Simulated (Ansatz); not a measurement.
Ca (space group Im-3m) relaxed with several functionals in Ansatz (plane waves to 420 eV, scalar-relativistic PAW, no spin-orbit coupling, symmetry kept). The database cell has 44.96 Å³/atom; its temperature or method isn't stated, so the comparison with it is no error of the functional. No moments.

```tsv
functional	conventional cell	V (Å³/atom)	against the database cell (%)	gap on mesh (eV)	largest moment (μB)
PBE	a = 4.381 Å, b = 4.381 Å, c = 4.381 Å, α = 90.00°, β = 90.00°, γ = 90.00°	42.04	-6.5	0.00	0.00
LDA	a = 4.219 Å, b = 4.219 Å, c = 4.219 Å, α = 90.00°, β = 90.00°, γ = 90.00°	37.54	-16.5	0.00	0.00
PBE+D3(BJ)	a = 4.305 Å, b = 4.305 Å, c = 4.305 Å, α = 90.00°, β = 90.00°, γ = 90.00°	39.90	-11.3	0.00	0.00
```

This bcc form isn't the element's structure at ambient conditions.